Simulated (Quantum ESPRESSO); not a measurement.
CoO:

```
Co O
1.0
     0.00000    2.13150    2.13150
     2.13150    0.00000    2.13150
     2.13150    2.13150    0.00000
Co O
1 1
Cartesian
  0.0000 0.0000 0.0000
  2.1315 2.1315 2.1315
```

Program: Quantum ESPRESSO 7.5. Alike in all runs: spin collinear, ferromagnetic start; cell as given; smearing fermi-dirac 0.05 eV.

Task: Order these runs on this cell by their pressure, lowest first.
A. level LDA; potentials or basis PseudoDojo 0.4.1 SR LDA standard; k mesh 11 × 11 × 11; cutoff (eV) 1306; form of the LDA correlation PW92; mesh quality not flagged
B. level PBEsol; potentials or basis PseudoDojo 0.4.1 SR PBEsol standard; k mesh 11 × 11 × 11; cutoff (eV) 1306; mesh quality not flagged
C. level PBE; potentials or basis PseudoDojo 0.4.1 SR PBE standard; k mesh 11 × 11 × 11; cutoff (eV) 1306; mesh quality not flagged
D. level PBE; potentials or basis PseudoDojo 0.4 SR PBEsol stringent; fixed moment (μB) 2; k mesh 4 × 4 × 4; cutoff (eV) 1415; mesh quality coarse

Result: A (-19.8 GPa), B (-11.1 GPa), D (-9.5 GPa), C (-2.0 GPa).

Caveats: some runs use coarse meshes; a cell with one magnetic atom can't hold antiferromagnetic order, which such compounds often take; the potentials were made for another functional, which shifts forces and pressure (some runs); the total moment is fixed, so each spin has its own Fermi level (some runs); so large a pressure means that the cell lies far from this level's equilibrium, or that cutoff or potentials fall short (some runs).
